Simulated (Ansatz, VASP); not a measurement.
# One calculation of Mg3Te, two programs

```xyz
4
Lattice="-2.1104 2.1104 5.2111 2.1104 -2.1104 5.2111 2.1104 2.1104 -5.2111" Properties=species:S:1:pos:R:3 pbc="T T T"
Te    0.0000    0.0000    0.0000
Mg    2.1104    0.0000    2.6055
Mg    0.0000    2.1104    2.6055
Mg    0.0000    0.0000    5.2111
```

Change from the starting cell: volume scaled by 0.96.

Alike in both runs: task single point; functional PBEsol; k mesh 9 × 9 × 9; occupations fermi-dirac, width 0.05 eV; no spin polarisation.

|  | VASP | Ansatz |
| --- | --- | --- |
| version | VASP 6.6.1 | Ansatz 0.2.0 |
| potentials or method | VASP PAW PBE potentials, release 64 (Te, Mg) | Ansatz PAW |
| plane-wave cutoff (eV) | 520 | 420 |
| valence electrons in the cell | 12 | 46 |

Ansatz gave:

```
gap on the k mesh at the Fermi level (eV)       : none
pressure (GPa)                                  : 0.5
largest component of the traceless stress (GPa) : 0.44
```

Problem. Which values does VASP return?

Solution. gap on the k mesh at the Fermi level (eV): none; pressure (GPa): 0.5; largest component of the traceless stress (GPa): 0.48.

A gap of «none» marks a metal or a gap that the smearing closes. The two sets of potentials don't hold the same shells in valence.

Caveats: the PAW data sets were made with another functional, which shifts forces and pressure a little (VASP); the PAW data sets come from PBE, with cores solved anew for the run's functional, which leaves a small shift of forces and pressure (Ansatz). The runs have no spin-orbit coupling, so splittings on Te are missing.
